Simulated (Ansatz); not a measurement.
**AgCl: sound and stiffness along [100], [110] and [111]**

All numbers below come from DFT PBE, scalar-relativistic, plane waves, PAW (Ansatz). Cutoff 420 eV, 8×8×8 k-points (Γ-centred), fixed occupations. No spin polarisation.

The cell is fixed (symmetry leaves no force on the atoms) and stands under 0.3 GPa:
```
Ag Cl
1.0
     0.00000    3.02070    3.02070
     3.02070    0.00000    3.02070
     3.02070    3.02070    0.00000
Ag Cl
1 1
Cartesian
  0.0000 0.0000 0.0000
  1.5104 1.5104 1.5104
```

The cell is the ideal cubic zincblende prototype; this isn't the usual structure of the compound.

With ions relaxed, on the cubic axes: C11 = 33.4, C12 = 30.3, C44 = 5.4 GPa. The density is 4.317 g/cm³. Zone-centre modes weren't checked beside this run.

Task: Is the crystal stable against strain, and how anisotropic is it?

Result: Born's conditions hold: C11 + 2C12 = 93.9, C11 − C12 = 3.2 and C44 = 5.4 GPa are all positive. B = (C11 + 2C12)/3 = 31.3 GPa. The two shear moduli are C44 and C′ = (C11 − C12)/2 = 1.6 GPa, so Zener's ratio is A = C44/C′ = 3.40: the tetragonal shear C′ is the soft one, as in many fcc and bcc metals and zincblende crystals. The Cauchy pressure C12 − C44 is 24.9 GPa; it would vanish for pair forces between atoms on inversion centres at zero pressure, and a positive value is usual with metallic or many-body binding, and where atoms off inversion centres relax under shear, which lowers C44.

Task: Give the sound speeds along the three symmetry directions.

Result: The Christoffel equation gives ρv² for each branch:
| direction | branch | ρv² | GPa | v (m/s) |
| --- | --- | --- | --- | --- |
| [100] | L | C11 | 33.4 | 2782 |
| [100] | T (×2) | C44 | 5.4 | 1115 |
| [110] | L | (C11 + C12 + 2C44)/2 | 37.2 | 2936 |
| [110] | T, u ∥ [001] | C44 | 5.4 | 1115 |
| [110] | T, u ∥ [1-10] | (C11 − C12)/2 | 1.6 | 605 |
| [111] | L | (C11 + 2C12 + 4C44)/3 | 38.5 | 2985 |
| [111] | T (×2) | (C11 − C12 + C44)/3 | 2.8 | 812 |

In a piezoelectric crystal some branches stiffen further, which is left out.

Task: How does Young's modulus depend on direction?

Result: Inverting gives S11 = 214.519, S12 = -101.937, S44 = 186.220 TPa⁻¹. Along a unit vector (l, m, n), 1/E = S11 − 2(S11 − S12 − S44/2)(l²m² + m²n² + n²l²), where the last bracket is 0, 1/4 and 1/3 for [100], [110] and [111]: E = 5, 10 and 15 GPa. With A > 1 the body diagonal is stiffest. For a film on (001), the biaxial modulus is C11 + C12 − 2C12²/C11 = 9 GPa and the normal strain is −2C12/C11 = -1.81 times the in-plane one.